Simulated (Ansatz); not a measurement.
A single-point calculation of BeTe (zincblende) with Ansatz, at the level PBE. The cell was relaxed with r2SCAN and then strained (epitaxial -4.0 % in the plane normal to [111], free normal strain +1.58 %), with the atoms relaxed again with r2SCAN; k points keep the names of the unstrained zone.

```yaml
crystal:
  lattice:
    - [0.1051982663, 2.8206769467, 2.8206769467]
    - [2.8206769467, 0.1051982663, 2.8206769467]
    - [2.8206769467, 2.8206769467, 0.1051982663]
  atoms:
    - { symbol: Be, position: [0.0023134397, 0.0023134397, 0.0023134397] }
    - { symbol: Te, position: [0.2476865603, 0.2476865603, 0.2476865603] }
kpoints:
  mp_grid: { grid: [8, 8, 8] }
  band_path:
    path:
      - [0.0, 0.0, 0.0]
      - [-0.5, -0.5, 0.0]
      - [-0.375, -0.375, 0.25]
      - [-0.375, 0.0, 0.375]
      - [0.0, 0.0, 0.5]
      - [-0.5, -0.25, 0.25]
      - [0.0, 0.5, 0.5]
    npoints: 1
hamiltonian:
  xc: pbe
scf:
  occupations: { method: fermi_dirac, width: 0.02 }
  n_extra_bands: 4
output:
  forces: true
  stress: true
  eigenvalues: true
  write_density: true
  write_potential: true
  elf: true
  volumetric_format: npy
```

In the abridged output below, numbers in square brackets stand for lines, or ends of lines, that were taken out.
```
scf.n_extra_bands = 4 over 9 filled bands (N_el = 18.0): the run solves 13 bands
Pseudopotential: Be, paw, valence charge 2, recommended cutoff 420 eV (normal)
Pseudopotential: Te, paw, valence charge 16, recommended cutoff 420 eV (normal)
Functional definition: PBE
Crystal: 2 atoms, lattice volume = 42.374 Å³
[1]
Symmetry: 6 space group operations
Space group: R3m (ITA 160)
k-points: 65 of 512 (time reversal used)
SCF converged after 7 iterations
Free energy (F): -7073.372485 eV
Fermi energy:    9.113975 eV
--- Forces (eV/Å), atoms counted from 1 ---
[2]
--- Stress (GPa, compression-positive) ---
[3]
--- Band table (eV; the first three rows and the last of 65) ---
  k-point 0: bands = […, -28.1850, -28.1850, -4.5198, 7.7766, 8.3249, 8.3249, 11.1418, 11.9222, 11.9222, 12.5927]
  k-point 1: bands = […, -28.1850, -28.1844, -4.3539, 6.8741, 7.6045, 8.0293, 11.3955, 12.0419, 12.3006, 13.7954]
  k-point 2: bands = […, -28.1850, -28.1828, -3.8914, 4.7347, 7.1542, 7.4942, 11.4110, 12.4434, 12.8067, 15.4498]
  k-point 64: bands = […, -28.1856, -28.1856, -3.2536, 2.2173, 7.2412, 7.2412, 11.8633, 12.9753, 12.9753, 16.2137]
```

Problem. What stood in the gaps? They hold the forces, the stress, cutoff and plane waves at Γ.

Solution.
```
[1]
Basis set: ecut = 420 eV, 839 PW (Γ)
[2]
  atom   1  Be      0.00863      0.00863      0.00863
  atom   2  Te    -0.00864    -0.00864    -0.00864
[3]
        4.585295      -2.166832      -2.166832
       -2.166832       4.585295      -2.166832
       -2.166832      -2.166832       4.585295
  P = ⅓ Tr σ = 4.5853 GPa (45.853 kbar)
```

The file bands.tsv (bands near the Fermi energy, numbered from 0, rounded):
```tsv
# k_distance	band_4	band_5	band_6	band_7	band_8	band_9	band_10	band_11	band_12
# fermi_ev = 9.113975
# [0, 0, 0] at k_distance = 0.000000
# [-0.5, -0.5, 0] at k_distance = 1.136136
# [-0.375, -0.375, 0.25] at k_distance = 1.530336
# [-0.375, 0, 0.375] at k_distance = 2.230343
# [0, 0, 0.5] at k_distance = 2.930349
# [-0.5, -0.25, 0.25] at k_distance = 3.718749
# [0, 0.5, 0.5] at k_distance = 4.970087
# levels_relative_to = fermi_ev
0.000	-37.299	-13.634	-1.337	-0.789	-0.789	2.028	2.808	2.808	3.479
1.136	-37.294	-11.603	-6.371	-4.020	-3.575	0.797	1.726	8.940	9.020
1.530	-37.295	-11.673	-5.992	-5.193	-3.157	1.901	3.927	7.078	7.417
2.230	-37.295	-11.582	-5.965	-5.083	-3.561	1.427	4.799	6.708	7.806
2.930	-37.294	-12.075	-6.836	-2.399	-2.169	2.076	3.444	3.680	6.742
3.719	-37.295	-11.564	-5.784	-4.937	-4.421	4.052	4.471	4.949	5.653
4.970	-37.294	-11.603	-6.371	-4.020	-3.575	0.797	1.726	8.940	9.020
```
In order the rows are Γ, X, U, K, L, W, X.

PBE gives an indirect gap of 1.59 eV, from Γ to X; the least direct gap is 2.82 eV at Γ. The gap is the least over the mesh and the extra points. With the atoms held, the mean pressure is +4.59 GPa (compression positive).

Run as `ansatz run input.yaml --threads 2 --pin off --max-ram 18432MiB --backend cpu --events-out ev --progress --plain --runs-dir out`. Wall time 1.8 s on 2 threads of AMD EPYC 7R13 Processor (Zen 3), on a shared host; peak host memory 0.43 GiB.

Spin-unpolarised throughout; all numbers are computed.

Spin-orbit coupling is left out, which matters wherever the heavy atoms make up the band edges.
